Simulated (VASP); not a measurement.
# WC (Qusongite) (P-6m2) in VASP: notebook

Runs on WC (Qusongite). Level: PBE. Tasks: band structure.

Program: VASP 6.6.1. These are calculated values, not measurements. Logs are shortened: lines on timing, memory, paths and dates and some standing lists are left out, and cuts for length are marked.

### Step 1. Starting point

Symmetry: P-6m2, No. 187, hexagonal system. The conventional cell has a = 2.907 Å, b = 2.907 Å, c = 2.837 Å, α = 90.00°, β = 90.00°, γ = 120.00°. W (site symmetry -6m2) has 6 C at 2.20 Å as nearest neighbours. C (site symmetry -6m2) has 6 W at 2.20 Å as nearest neighbours.

### Step 2. Band structure, PBE

INCAR

```
SYSTEM = WC
PREC = Accurate ; ENCUT = 400
EDIFF = 1E-7 ; ISMEAR = -1
SIGMA = 0.05 ; LREAL = .False.
LASPH = .True. ; NELM = 80
ALGO = Normal ; ISIF = 2
LWAVE = .False. ; LCHARG = .False.
LMAXMIX = 4 ; GGA = PE
NBANDS = 16
```

KPOINTS

```
regular mesh
0
Gamma
  10 10 9
  0 0 0
```

POSCAR

```
WC
1.0
    2.9065000000      0.0000000000      0.0000000000
   -1.4532500000      2.5171028361      0.0000000000
    0.0000000000      0.0000000000      2.8366000000
W C
1 1
Direct
    0.0000000000      0.0000000000      0.0000000000
    0.6666666667      0.3333333333      0.5000000000
```

KPOINTS_OPT

```
path GMKGALHA,LM,KH
10
line-mode
reciprocal
 0.0000000000  0.0000000000  0.0000000000  G
 0.5000000000  0.0000000000  0.0000000000  M

 0.5000000000  0.0000000000  0.0000000000  M
 0.3333333333  0.3333333333  0.0000000000  K

 0.3333333333  0.3333333333  0.0000000000  K
 0.0000000000  0.0000000000  0.0000000000  G

 0.0000000000  0.0000000000  0.0000000000  G
 0.0000000000  0.0000000000  0.5000000000  A

 0.0000000000  0.0000000000  0.5000000000  A
 0.5000000000  0.0000000000  0.5000000000  L

 0.5000000000  0.0000000000  0.5000000000  L
 0.3333333333  0.3333333333  0.5000000000  H

 0.3333333333  0.3333333333  0.5000000000  H
 0.0000000000  0.0000000000  0.5000000000  A

 0.5000000000  0.0000000000  0.5000000000  L
 0.5000000000  0.0000000000  0.0000000000  M

 0.3333333333  0.3333333333  0.0000000000  K
 0.3333333333  0.3333333333  0.5000000000  H
```

Potentials or basis: VASP PAW PBE potentials, release 64 (W_sv, C_s).

The run is started by

```console
> cat potpaw_PBE.64/W_sv/POTCAR potpaw_PBE.64/C_s/POTCAR > POTCAR
> mpirun -np 1 vasp_std > vasp.out
```

OUTCAR:

```text
SYSTEM = WC
   PREC = Accurate
   ENCUT = 400
   EDIFF = 1E-7
   ISMEAR = -1
   LREAL = .False.
   LASPH = .True.
   NELM = 80
   ISIF = 2
   GGA = PE

 ion  position               nearest neighbor table
   1  0.000  0.000  0.000-   2 2.20   2 2.20   2 2.20   2 2.20   2 2.20   2 2.20
   2  0.667  0.333  0.500-   1 2.20   1 2.20   1 2.20   1 2.20   1 2.20   1 2.20

  LATTYP: Found a hexagonal cell.
 ALAT       =     2.9065000000
 C/A-ratio  =     0.9759504559

  Lattice vectors:

 A1 = (   2.9065000000,   0.0000000000,   0.0000000000)
 A2 = (  -1.4532500000,   2.5171028361,   0.0000000000)
 A3 = (   0.0000000000,   0.0000000000,   2.8366000000)

Analysis of symmetry for initial positions (statically):
=====================================================================
 Subroutine PRICEL returns:
 Original cell was already a primitive cell.

 Routine SETGRP: Setting up the symmetry group for a
 hexagonal supercell.

 Subroutine GETGRP returns: Found 12 space group operations
 (whereof 12 operations were pure point group operations)
 out of a pool of 24 trial point group operations.

The static configuration has the point symmetry D_3h.

Analysis of symmetry for dynamics (positions and initial velocities):
=====================================================================
 Subroutine PRICEL returns:
 Original cell was already a primitive cell.

 Routine SETGRP: Setting up the symmetry group for a
 hexagonal supercell.

 Subroutine GETGRP returns: Found 12 space group operations
 (whereof 12 operations were pure point group operations)
 out of a pool of 24 trial point group operations.

The dynamic configuration has the point symmetry D_3h.

 Subroutine INISYM returns: Found 12 space group operations
 (whereof 12 operations are pure point group operations),
 and found     1 'primitive' translations

----------------------------------------------------------------------------------------

                                     Primitive cell

  volume of cell :      20.7525

  direct lattice vectors                    reciprocal lattice vectors
     2.906500000  0.000000000  0.000000000     0.344056425  0.198641070  0.000000000
    -1.453250000  2.517102836  0.000000000     0.000000000  0.397282139  0.000000000
     0.000000000  0.000000000  2.836600000     0.000000000  0.000000000  0.352534725

  length of vectors
     2.906500000  2.906500000  2.836600000     0.397282139  0.397282139  0.352534725

  position of ions in fractional coordinates (direct lattice)
     0.000000000  0.000000000  0.000000000
     0.666666667  0.333333333  0.500000000

  ion indices of the primitive-cell ions
   primitive index   ion index
                 1           1
                 2           2

----------------------------------------------------------------------------------------

 KPOINTS: regular mesh

Automatic generation of k-mesh.
 Grid dimensions read from file:
 generate k-points for:   10   10    9

 Generating k-lattice:

  Cartesian coordinates                     Fractional coordinates (reciprocal lattice)
     0.034405643  0.019864107  0.000000000     0.100000000  0.000000000  0.000000000
     0.000000000  0.039728214  0.000000000     0.000000000  0.100000000  0.000000000
     0.000000000  0.000000000  0.039170525     0.000000000  0.000000000  0.111111111

  Length of vectors
     0.039728214  0.039728214  0.039170525

  Shift w.r.t. Gamma in fractional coordinates (k-lattice)
     0.000000000  0.000000000  0.000000000

 Subroutine IBZKPT returns following result:
 ===========================================

 Found     70 irreducible k-points:

 Following reciprocal coordinates:
            Coordinates               Weight
  0.000000  0.000000  0.000000      1.000000
  0.100000  0.000000  0.000000      6.000000
  0.200000  0.000000  0.000000      6.000000
  0.300000  0.000000  0.000000      6.000000
  0.400000  0.000000  0.000000      6.000000
  0.500000  0.000000  0.000000      3.000000
[... 16 lines left out ...]
  0.300000  0.100000  0.111111     24.000000
  0.400000  0.100000  0.111111     24.000000
 [... further k-points ...]
   k-points           NKPTS =     70   k-points in BZ     NKDIM =     70   number of bands    NBANDS=     16
   number of dos      NEDOS =    301   number of ions     NIONS =      2
   total plane-waves  NPLWV =   8000
   dimension x,y,z NGX =    20 NGY =   20 NGZ =   20
   dimension x,y,z NGXF=    40 NGYF=   40 NGZF=   40
   ions per type =               1   1
   NGX,Y,Z   is equivalent  to a cutoff of  11.44, 11.44, 11.72 a.u.
   NGXF,Y,Z  is equivalent  to a cutoff of  22.88, 22.88, 23.44 a.u.
 SYSTEM =  WC
   PREC   = accura    normal or accurate (medium, high low for compatibility)
   ISTART =      0    job   : 0-new  1-cont  2-samecut
   ICHARG =      2    charge: 1-file 2-atom 10-const
   ISPIN  =      1    spin polarized calculation?
   LNONCOLLINEAR =      F non collinear calculations
[... 56 lines left out ...]
 cond. band min:      11.5003378512   @ k =   0.1000   0.0000   0.3333
 fundamental gap:      0.1027389266
 Fermi energy:        11.4825961116

 k-point     1 :       0.0000    0.0000    0.0000
  band No.  band energies     occupation
      1     -62.5195      2.00000
      2     -26.5029      2.00000
      3     -26.3964      2.00000
      4     -26.3964      2.00000
      5      -2.9705      2.00000
      6       7.1725      2.00000
[... 8 lines left out ...]
     15      25.8387      0.00000
     16      28.2439      0.00000

 k-point     2 :       0.1000    0.0000    0.0000
  band No.  band energies     occupation
      1     -62.5140      2.00000
      2     -26.4923      2.00000
      3     -26.4782      2.00000
      4     -26.4149      2.00000
      5      -2.7101      2.00000
      6       7.2034      2.00000
[... 8 lines left out ...]
     15      25.3971      0.00000
     16      28.7897      0.00000

 k-point     3 :       0.2000    0.0000    0.0000
  band No.  band energies     occupation
      1     -62.4994      2.00000
      2     -26.6877      2.00000
      3     -26.4646      2.00000
      4     -26.4631      2.00000
      5      -1.9941      2.00000
      6       6.4740      2.00000
[... 8 lines left out ...]
     15      25.2168      0.00000
     16      29.9304      0.00000

 k-point     4 :       0.3000    0.0000    0.0000
  band No.  band energies     occupation
      1     -62.4815      2.00000
      2     -26.9383      2.00000
      3     -26.5220      2.00000
      4     -26.4300      2.00000
      5      -1.0062      2.00000
      6       5.4869      2.00000
[... 8 lines left out ...]
     15      26.1363      0.00000
     16      28.8189      0.00000

 k-point     5 :       0.4000    0.0000    0.0000
  band No.  band energies     occupation
      1     -62.4669      2.00000
      2     -27.1348      2.00000
      3     -26.5692      2.00000
      4     -26.4020      2.00000
      5      -0.0555      2.00000
      6       4.7420      2.00000
[... 8 lines left out ...]
     15      25.4726      0.00000
     16      28.6615      0.00000

 k-point     6 :       0.5000    0.0000    0.0000
  band No.  band energies     occupation
      1     -62.4613      2.00000
      2     -27.2084      2.00000
      3     -26.5871      2.00000
      4     -26.3912      2.00000
      5       0.3745      2.00000
      6       4.4458      2.00000
[... 8 lines left out ...]
     15      24.3186      0.00000
     16      29.5974      0.00000
[... 267 lines left out ...]
 k-point    21 :       0.1000    0.1000    0.1111
  band No.  band energies     occupation
      1     -62.4992      2.00000
      2     -26.6105      2.00000
      3     -26.5600      2.00000
      4     -26.4461      2.00000
      5      -1.9562      2.00000
      6       6.9143      2.00000
[... 8 lines left out ...]
     15      24.9899      0.00000
     16      29.1484      0.00000

 k-point    22 :       0.2000    0.1000    0.1111
  band No.  band energies     occupation
      1     -62.4830      2.00000
      2     -26.8227      2.00000
      3     -26.5284      2.00000
      4     -26.5136      2.00000
      5      -1.1455      2.00000
      6       6.0258      2.00000
[... 8 lines left out ...]
     15      25.1281      0.00000
     16      29.2019      0.00000

 k-point    23 :       0.3000    0.1000    0.1111
  band No.  band energies     occupation
      1     -62.4668      2.00000
      2     -27.0295      2.00000
      3     -26.5812      2.00000
      4     -26.4951      2.00000
      5      -0.2185      2.00000
      6       5.1519      2.00000
[... 8 lines left out ...]
     15      25.7742      0.00000
     16      28.1091      0.00000

 k-point    24 :       0.4000    0.1000    0.1111
  band No.  band energies     occupation
      1     -62.4567      2.00000
      2     -27.1544      2.00000
      3     -26.6227      2.00000
      4     -26.4744      2.00000
      5       0.4648      2.00000
      6       4.5849      2.00000
[... 8 lines left out ...]
     15      24.8872      0.00000
     16      28.9375      0.00000

 [... further k-points ...]

------------------------ aborting loop because EDIFF is reached ----------------------------------------

  FORCE on cell =-STRESS in cart. coord.  units (eV):
  Direction    XX          YY          ZZ          XY          YZ          ZX
  --------------------------------------------------------------------------------------
  -------------------------------------------------------------------------------------
  Total        0.8793710      0.8793710      0.8113935     -0.0000000      0.0000000      0.0000000
  in kB       67.8911769     67.8911769     62.6430227     -0.0000000      0.0000000      0.0000000
  external PRESSURE =      66.1417921 kB  Pullay stress =       0.0000000 kB

 VOLUME and BASIS-vectors are now :
 -----------------------------------------------------------------------------
  energy-cutoff  :      400.00
  volume of cell :       20.75
      direct lattice vectors                 reciprocal lattice vectors
     2.906500000  0.000000000  0.000000000     0.344056425  0.198641070  0.000000000
    -1.453250000  2.517102836  0.000000000     0.000000000  0.397282139  0.000000000
     0.000000000  0.000000000  2.836600000     0.000000000  0.000000000  0.352534725

 POSITION                                       TOTAL-FORCE (eV/Angst)
 -----------------------------------------------------------------------------------
      0.00000      0.00000      0.00000         0.000000      0.000000      0.000000
      1.45325      0.83903      1.41830        -0.000000      0.000000      0.000000
 -----------------------------------------------------------------------------------
    total drift:                                0.000000     -0.000000      0.000000

  FREE ENERGIE OF THE ION-ELECTRON SYSTEM (eV)
  ---------------------------------------------------
  free  energy   TOTEN  =       -22.4467071790 eV

  energy  without entropy=      -22.4448166337  energy(sigma->0) =      -22.44576191
```

It took 11 s on 1 thread of Intel Xeon 6975P-C (Granite Rapids), shared host; peak memory 0.14 GiB.

Results:

| Item | Value |
| --- | --- |
| Free energy | -22.4467 eV |
| Pressure | 6.6 GPa |
| Band gap along the path | none (metal or under the smearing width) |

Stress tensor (GPa, compression positive):
```
6.79 0.00 0.00
0.00 6.79 0.00
0.00 0.00 6.26
```

Levels at the corners of the path, in eV from the Fermi level:
```csv
point,band 7,band 8,band 9,band 10,band 11,band 12
Γ,-3.33,-3.33,0.08,3.24,3.24,5.62
M,-3.62,-3.57,-0.47,2.35,4.54,4.89
M,-3.62,-3.57,-0.47,2.35,4.54,4.89
K,-4.56,-3.46,0.62,0.98,2.06,3.22
K,-4.56,-3.46,0.62,0.98,2.06,3.22
Γ,-3.33,-3.33,0.08,3.24,3.24,5.62
Γ,-3.33,-3.33,0.08,3.24,3.24,5.62
A,-2.02,-2.02,-0.58,-0.58,3.67,4.52
A,-2.02,-2.02,-0.58,-0.58,3.67,4.52
L,-4.32,-4.20,0.28,4.44,5.31,6.64
L,-4.32,-4.20,0.28,4.44,5.31,6.64
H,-5.40,-1.62,-0.65,4.40,6.39,7.59
H,-5.40,-1.62,-0.65,4.40,6.39,7.59
A,-2.02,-2.02,-0.58,-0.58,3.67,4.52
L,-4.32,-4.20,0.28,4.44,5.31,6.64
M,-3.62,-3.57,-0.47,2.35,4.54,4.89
K,-4.56,-3.46,0.62,0.98,2.06,3.22
H,-5.40,-1.62,-0.65,4.40,6.39,7.59
```

Caveat: spin-orbit coupling is left out, which moves the levels of the heavy elements.

### Step 3. Band structure, PBE

INCAR

```
PREC = Accurate
ENCUT = 520
EDIFF = 1E-6
ISMEAR = -1
SIGMA = 0.05
LREAL = F
LASPH = T
NELM = 80
ALGO = Normal
ISIF = 2
LWAVE = F
LCHARG = F
LMAXMIX = 4
GGA = PE
NBANDS = 16
```

KPOINTS

```
Automatic mesh
0
Gamma
  10 10 9
```

POSCAR is that of step 2.

KPOINTS_OPT is that of step 2.

Potentials or basis: VASP PAW PBE potentials, release 54 (W_sv, C).

The run is started by

```console
> cat potpaw_PBE.54/W_sv/POTCAR potpaw_PBE.54/C/POTCAR > POTCAR
> mpirun -np 1 vasp_std > vasp.out
```

It took 11 s on 1 thread of Intel Xeon 6975P-C (Granite Rapids), shared host; peak memory 0.16 GiB.

The run converged. Its results:

```
Free energy             : -22.4465 eV
Pressure                : 6.7 GPa
Band gap along the path : none (metal or under the smearing width)
```

Stress tensor (GPa, compression positive):
```
6.90 0.00 0.00
0.00 6.90 0.00
0.00 0.00 6.34
```

Levels at the corners of the path, in eV from the Fermi level:
```
point  band 5  band 6  band 7  band 8  band 9  band 10  band 11  band 12  band 13  band 14
    Γ  -14.45   -4.31   -3.33   -3.33    0.09     3.24     3.24     5.62     5.62     6.39
    M  -11.11   -7.03   -3.62   -3.57   -0.47     2.35     4.54     4.89     6.86     9.67
    M  -11.11   -7.03   -3.62   -3.57   -0.47     2.35     4.54     4.89     6.86     9.67
    K  -10.35   -6.57   -4.56   -3.45    0.62     0.98     2.06     3.22     9.19    15.23
    K  -10.35   -6.57   -4.56   -3.45    0.62     0.98     2.06     3.22     9.19    15.23
    Γ  -14.45   -4.31   -3.33   -3.33    0.09     3.24     3.24     5.62     5.62     6.39
    Γ  -14.45   -4.31   -3.33   -3.33    0.09     3.24     3.24     5.62     5.62     6.39
    A  -10.43   -8.65   -2.02   -2.02   -0.58    -0.58     3.67     4.52     4.52     9.97
    A  -10.43   -8.65   -2.02   -2.02   -0.58    -0.58     3.67     4.52     4.52     9.97
    L  -11.30   -6.45   -4.32   -4.19    0.29     4.44     5.31     6.64     9.18    10.15
    L  -11.30   -6.45   -4.32   -4.19    0.29     4.44     5.31     6.64     9.18    10.15
    H  -10.96   -7.21   -5.40   -1.62   -0.65     4.41     6.39     7.60     9.13    10.10
    H  -10.96   -7.21   -5.40   -1.62   -0.65     4.41     6.39     7.60     9.13    10.10
    A  -10.43   -8.65   -2.02   -2.02   -0.58    -0.58     3.67     4.52     4.52     9.97
    L  -11.30   -6.45   -4.32   -4.19    0.29     4.44     5.31     6.64     9.18    10.15
    M  -11.11   -7.03   -3.62   -3.57   -0.47     2.35     4.54     4.89     6.86     9.67
    K  -10.35   -6.57   -4.56   -3.45    0.62     0.98     2.06     3.22     9.19    15.23
    H  -10.96   -7.21   -5.40   -1.62   -0.65     4.41     6.39     7.60     9.13    10.10
```

Caveat: spin-orbit coupling is left out, which moves the levels of the heavy elements.

### Step 4. Band structure, PBE

POSCAR is that of step 3.

INCAR.step1

```
SYSTEM = WC
PREC = Accurate
ENCUT = 500
EDIFF = 1E-6
ISMEAR = -1
SIGMA = 0.05
LREAL = .FALSE.
LASPH = .TRUE.
NELM = 100
ALGO = Normal
ISIF = 2
LWAVE = .FALSE.
LCHARG = .TRUE.
LMAXMIX = 4
GGA = PE
```

KPOINTS.step1

```
Automatic mesh
0
G
  10 10 9
  0 0 0
```

INCAR.step2

```
SYSTEM = WC
PREC = Accurate
ENCUT = 500
EDIFF = 1E-6
ISMEAR = 0
SIGMA = 0.05
LREAL = .FALSE.
LASPH = .TRUE.
NELM = 100
ALGO = Normal
ISIF = 2
LWAVE = .FALSE.
LCHARG = .FALSE.
LMAXMIX = 4
GGA = PE
ICHARG = 11
```

KPOINTS.step2

```
path GMKGALHA,LM,KH
10
line-mode
reciprocal
 0.0000000000  0.0000000000  0.0000000000  G
 0.5000000000  0.0000000000  0.0000000000  M

 0.5000000000  0.0000000000  0.0000000000  M
 0.3333333333  0.3333333333  0.0000000000  K

 0.3333333333  0.3333333333  0.0000000000  K
 0.0000000000  0.0000000000  0.0000000000  G

 0.0000000000  0.0000000000  0.0000000000  G
 0.0000000000  0.0000000000  0.5000000000  A

 0.0000000000  0.0000000000  0.5000000000  A
 0.5000000000  0.0000000000  0.5000000000  L

 0.5000000000  0.0000000000  0.5000000000  L
 0.3333333333  0.3333333333  0.5000000000  H

 0.3333333333  0.3333333333  0.5000000000  H
 0.0000000000  0.0000000000  0.5000000000  A

 0.5000000000  0.0000000000  0.5000000000  L
 0.5000000000  0.0000000000  0.0000000000  M

 0.3333333333  0.3333333333  0.0000000000  K
 0.3333333333  0.3333333333  0.5000000000  H
```

Potentials or basis: VASP PAW PBE potentials, release 54 (W, C).

The run is started by

```console
> cat potpaw_PBE.54/W/POTCAR potpaw_PBE.54/C/POTCAR > POTCAR
> cp INCAR.step1 INCAR
> cp KPOINTS.step1 KPOINTS
> mpirun -np 1 vasp_std > vasp.out
> cp INCAR.step2 INCAR
> cp KPOINTS.step2 KPOINTS
> mpirun -np 1 vasp_std > vasp.out
```

Wall time 8.7 s (1 thread of Intel Xeon 6975P-C (Granite Rapids), shared host); peak memory 0.14 GiB.

The run converged. Its results:

```yaml
Band_gap_along_the_path: none (metal or under the smearing width)
```

Levels at the corners of the path, in eV from the Fermi level:
| point | band 1 | band 2 | band 3 | band 4 | band 5 | band 6 | band 7 | band 8 | band 9 |
| --- | --- | --- | --- | --- | --- | --- | --- | --- | --- |
| Γ | -14.43 | -4.31 | -3.32 | -3.32 | 0.14 | 3.19 | 3.19 | 5.65 | 5.65 |
| M | -11.14 | -7.05 | -3.60 | -3.57 | -0.43 | 2.31 | 4.50 | 4.86 | 6.92 |
| M | -11.14 | -7.05 | -3.60 | -3.57 | -0.43 | 2.31 | 4.50 | 4.86 | 6.92 |
| K | -10.43 | -6.55 | -4.57 | -3.43 | 0.60 | 1.00 | 2.07 | 3.23 | 9.20 |
| K | -10.43 | -6.55 | -4.57 | -3.43 | 0.60 | 1.00 | 2.07 | 3.23 | 9.20 |
| Γ | -14.43 | -4.31 | -3.32 | -3.32 | 0.14 | 3.19 | 3.19 | 5.65 | 5.65 |
| Γ | -14.43 | -4.31 | -3.32 | -3.32 | 0.14 | 3.19 | 3.19 | 5.65 | 5.65 |
| A | -10.55 | -8.62 | -2.00 | -2.00 | -0.60 | -0.60 | 3.67 | 4.58 | 4.58 |
| A | -10.55 | -8.62 | -2.00 | -2.00 | -0.60 | -0.60 | 3.67 | 4.58 | 4.58 |
| L | -11.27 | -6.46 | -4.30 | -4.20 | 0.29 | 4.39 | 5.25 | 6.67 | 9.18 |
| L | -11.27 | -6.46 | -4.30 | -4.20 | 0.29 | 4.39 | 5.25 | 6.67 | 9.17 |
| H | -10.93 | -7.19 | -5.43 | -1.62 | -0.65 | 4.39 | 6.37 | 7.56 | 9.19 |
| H | -10.93 | -7.19 | -5.43 | -1.62 | -0.65 | 4.39 | 6.37 | 7.56 | 9.19 |
| A | -10.55 | -8.62 | -2.00 | -2.00 | -0.60 | -0.60 | 3.67 | 4.58 | 4.58 |
| L | -11.27 | -6.46 | -4.30 | -4.20 | 0.29 | 4.39 | 5.25 | 6.67 | 9.19 |
| M | -11.14 | -7.05 | -3.60 | -3.57 | -0.43 | 2.31 | 4.50 | 4.86 | 6.92 |
| K | -10.43 | -6.55 | -4.57 | -3.43 | 0.60 | 1.00 | 2.07 | 3.23 | 9.20 |
| H | -10.93 | -7.19 | -5.43 | -1.62 | -0.65 | 4.39 | 6.37 | 7.56 | 9.21 |

Caveat: the log is that of the step along the path at fixed density, whose energy, stress, charges and moments have no meaning; spin-orbit coupling is left out, which moves the levels of the heavy elements.

### Step 5. Summary

```csv
potentials or basis,cutoff (eV),pressure (GPa)
"VASP PAW PBE potentials, release 64 (W_sv, C_s)",400,6.6
"VASP PAW PBE potentials, release 54 (W_sv, C)",520,6.7
"VASP PAW PBE potentials, release 54 (W, C)",500,-
```

Alike in all rows: task band structure; level PBE; no spin polarisation; cell as given; k mesh 10 × 10 × 9; smearing fermi-dirac 0.05 eV.

Caveats: spin-orbit coupling is left out, which moves the levels of the heavy elements.

Absolute energies hang on the potentials; compare differences alone.
